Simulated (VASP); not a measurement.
A run of VASP 6.6.1:

INCAR

```
SYSTEM = AgCl
  ALGO = Normal
  EDIFF = 1E-6
  ENCUT = 520
  GGA = PE
  ISIF = 2
  ISMEAR = 0
  LASPH = .TRUE.
  LCHARG = .FALSE.
  LREAL = .FALSE.
  LWAVE = .FALSE.
  NBANDS = 16
  NELM = 100
  PREC = Accurate
  SIGMA = 0.05
```

Contents of KPOINTS:

```
k-points
0
G
  8 8 8
  0 0 0
```

The input POSCAR:

```
AgCl
1.0
    0.0000000000      2.6622240000      2.6622240000
    2.6622240000      0.0000000000      2.6622240000
    2.6622240000      2.6622240000      0.0000000000
Ag Cl
1 1
Direct
    0.5000000000      0.5000000000      0.5000000000
    0.0000000000      0.0000000000      0.0000000000
```

Potentials or basis: VASP PAW PBE potentials, release 64 (Ag, Cl).

The run is started by

```console
$ cat potpaw_PBE.64/Ag/POTCAR potpaw_PBE.64/Cl/POTCAR > POTCAR
$ mpirun -np 1 vasp_std > vasp.out
```

Hardware: 1 thread of Intel(R) Xeon(R) Platinum 8488C (Sapphire Rapids) (shared host).

**Question.** Estimate the wall time of this run.

**Answer.** Wall time 15 s on 1 thread of Intel(R) Xeon(R) Platinum 8488C (Sapphire Rapids) (shared host), peak memory 0.15 GiB. Counts: scf iterations 12, k points 29.
